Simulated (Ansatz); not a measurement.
# Ti: substituted relatives

An exercise on one series of results from a longer session: the logs are not shown, and one member is left open.

Computed with Ansatz 0.2.0 (DFT PBEsol, scalar-relativistic, plane waves, PAW, unless a step's input says otherwise).

1 further run of the same task is left out (set aside as unsound or not needed).

### The starting structure

It takes space group Im-3m (No. 229, cubic). Conventional cell: a = 3.210 Å, b = 3.210 Å, c = 3.210 Å, α = 90.00°, β = 90.00°, γ = 90.00°. Ti (site symmetry m-3m) has 8 Ti at 2.78 Å as nearest neighbours.

Structure file:

```
CELL_PARAMETERS angstrom
-1.60512 1.60512 1.60512
1.60512 -1.60512 1.60512
1.60512 1.60512 -1.60512
ATOMIC_POSITIONS crystal
Ti 0.00000 0.00000 0.00000
```

This cell was relaxed beforehand with the same method: volume 16.54 Å³/atom, gap on the mesh none (metal).

Set-up of the first run:

Input file input.yaml:

```yaml
crystal:
  lattice:
    - [-1.5071828596, 1.5071828596, 1.5071828596]
    - [1.5071828596, -1.5071828596, 1.5071828596]
    - [1.5071828596, 1.5071828596, -1.5071828596]
  atoms:
    - { symbol: Ru, position: [0.0, 0.0, 0.0] }
basis:
  ecutwfc: 420
kpoints:
  mp_grid: { grid: [8, 8, 8] }
hamiltonian:
  xc: pbesol
scf:
  occupations: { method: gaussian, width: 0.1 }
output:
  forces: true
  stress: true
  eigenvalues: true
```

Run with:

```
> ansatz run input.yaml --threads 1 --pin off --max-ram 2560MiB --backend cpu --events-out ev --progress --plain --runs-dir out
```

Among the steps run: Quick check of gap, pressure and forces (Ru); Full relaxation (Ru).

One of the session's tables, all rows but one given; the rest of the session is left out.

Lengths are those of the vectors of the cell that was run:

| swap | volume (Å³/atom) | a (Å) | b (Å) | c (Å) |
| --- | --- | --- | --- | --- |
| none | 16.54 | 2.780 | 2.780 | 2.780 |
| Ti → Mn | ? | ? | ? | ? |
| Ti → Si | 14.24 | 2.645 | 2.645 | 2.645 |
| Ti → Pb | 29.88 | 3.386 | 3.386 | 3.386 |
| Ti → V | 12.95 | 2.562 | 2.562 | 2.562 |
| Ti → Ru | 13.75 | 2.614 | 2.614 | 2.614 |

Estimate the missing values for Ti → Mn.

The run gave: volume (Å³/atom): 10.46; a (Å): 2.387; b (Å): 2.387; c (Å): 2.387. In the column «volume (Å³/atom)» it is the lowest.

Lengths are those of the computed cell. Rows of earlier swaps come from the sessions before.
